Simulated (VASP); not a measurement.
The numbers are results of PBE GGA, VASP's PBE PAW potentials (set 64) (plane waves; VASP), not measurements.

VASP ran on this input.

File KPOINTS:
```
Automatic mesh
0
Gamma
7 7 7
0 0 0
```

File POSCAR:
```
AlSb
1
    0.0000000000     3.1160006926     3.1160006926
    3.1160006926     0.0000000000     3.1160006926
    3.1160006926     3.1160006926     0.0000000000
Al Sb
1 1
Direct
  0.0000000000   0.0000000000   0.0000000000
  0.7500000000   0.7500000000   0.7500000000
```

**INCAR**
```
! general
SYSTEM  = AlSb
PREC    = Accurate
ENCUT   = 480
LREAL   = F
LASPH   = T

! electronic loop
EDIFF   = 1E-6
NELM    = 100
ALGO    = Normal
LMAXMIX = 4

! smearing
ISMEAR  = 0
SIGMA   = 0.05

! functional
GGA     = PE

! ions
IBRION  = 2
NSW     = 60
ISIF    = 3
EDIFFG  = -0.01

! output
LWAVE   = F
LCHARG  = F
```

POTCAR, in this order: Al Sb (PBE.64 set). Program: vasp_std.

The run wrote:

### OSZICAR
```
       N       E                     dE             d eps       ncg     rms          rms(c)
DAV:   1     0.164339899251E+02    0.16434E+02   -0.26044E+03   320   0.662E+02
DAV:   2    -0.775736693372E+01   -0.24191E+02   -0.23141E+02   432   0.844E+01
DAV:   3    -0.828268033448E+01   -0.52531E+00   -0.52531E+00   416   0.166E+01
DAV:   4    -0.828624502452E+01   -0.35647E-02   -0.35647E-02   504   0.168E+00
DAV:   5    -0.828626574741E+01   -0.20723E-04   -0.20723E-04   424   0.891E-02    0.329E+00
DAV:   6    -0.822649752748E+01    0.59768E-01   -0.91276E-02   344   0.144E+00    0.203E+00
DAV:   7    -0.820854075798E+01    0.17957E-01   -0.84180E-02   384   0.156E+00    0.408E-01
DAV:   8    -0.820931809418E+01   -0.77734E-03   -0.66103E-03   328   0.468E-01    0.933E-02
DAV:   9    -0.820964032989E+01   -0.32224E-03   -0.52820E-04   408   0.154E-01    0.276E-02
DAV:  10    -0.820967794820E+01   -0.37618E-04   -0.34292E-05   448   0.349E-02    0.147E-02
DAV:  11    -0.820970903769E+01   -0.31089E-04   -0.56790E-05   344   0.498E-02    0.400E-03
DAV:  12    -0.820970954602E+01   -0.50833E-06   -0.62517E-07   440   0.582E-03
   1 F= -.82097095E+01 E0= -.82097095E+01  d E =-.820971E+01
```

**OUTCAR**
```
------------------------ aborting loop because EDIFF is reached ----------------------------------------
  FORCE on cell =-STRESS in cart. coord.  units (eV):
  Direction    XX          YY          ZZ          XY          YZ          ZX
  --------------------------------------------------------------------------------------
  Total        0.0021329      0.0021329      0.0021329      0.0000000      0.0000000      0.0000000
  in kB        0.0564747      0.0564747      0.0564747      0.0000000      0.0000000      0.0000000
  external PRESSURE =       0.0564747 kB  Pullay stress =       0.0000000 kB
  volume of cell :       60.51
      direct lattice vectors                 reciprocal lattice vectors
     0.000000000  3.116000693  3.116000693    -0.160462095  0.160462095  0.160462095
     3.116000693  0.000000000  3.116000693     0.160462095 -0.160462095  0.160462095
     3.116000693  3.116000693  0.000000000     0.160462095  0.160462095 -0.160462095
 POSITION                                       TOTAL-FORCE (eV/Angst)
 -----------------------------------------------------------------------------------
      0.00000      0.00000      0.00000        -0.000000     -0.000000     -0.000000
      4.67400      4.67400      4.67400         0.000000      0.000000      0.000000
 -----------------------------------------------------------------------------------
    total drift:                                0.000000      0.000000      0.000000
  FREE ENERGIE OF THE ION-ELECTRON SYSTEM (eV)
  ---------------------------------------------------
  free  energy   TOTEN  =        -8.2097095460 eV

  energy  without entropy=       -8.2097095460  energy(sigma->0) =       -8.20970955

 reached required accuracy - stopping structural energy minimisation
```
(Selected blocks of OUTCAR.)

The compound is AlSb in the zinc blende structure. It was relaxed first. The start is the result of an earlier pass.
